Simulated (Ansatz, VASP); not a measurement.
## PbSe (Clausthalite): VASP beside Ansatz

```
Pb Se
1.0
     0.00000    3.10894    3.10894
     3.10894    0.00000    3.10894
     3.10894    3.10894    0.00000
Pb Se
1 1
Cartesian
  0.0000 0.0000 0.0000
  3.1089 3.1089 3.1089
```

Alike in both runs: functional PBE; k mesh 10 × 10 × 10; occupations gaussian, width 0.01 eV; no spin polarisation.

Ansatz relaxed the structure, and its values are those at the end. VASP's run is a single point on that final structure, the one shown.

|  | VASP | Ansatz |
| --- | --- | --- |
| version | VASP 6.6.1 | Ansatz 0.2.0 |
| potentials or method | VASP PAW PBE potentials, release 64 (Pb_d, Se) | scalar-relativistic, plane waves, PAW |
| plane-wave cutoff (eV) | 520 | 420 |
| valence electrons in the cell | 20 | 30 |

|  | VASP | Ansatz | Ansatz less VASP |
| --- | --- | --- | --- |
| gap on the k mesh at the Fermi level (eV) | 0.44 | 0.43 | -0.005 |
| least direct gap on the mesh (eV) | 0.44 | 0.43 | -0.005 |
| pressure (GPa) | 0.0 | 0.0 | +0.02 |

The two sets of potentials don't hold the same shells in valence.

Caveats: spin-orbit coupling is left out, which as a rule narrows the gap of such compounds by several tenths of an eV.
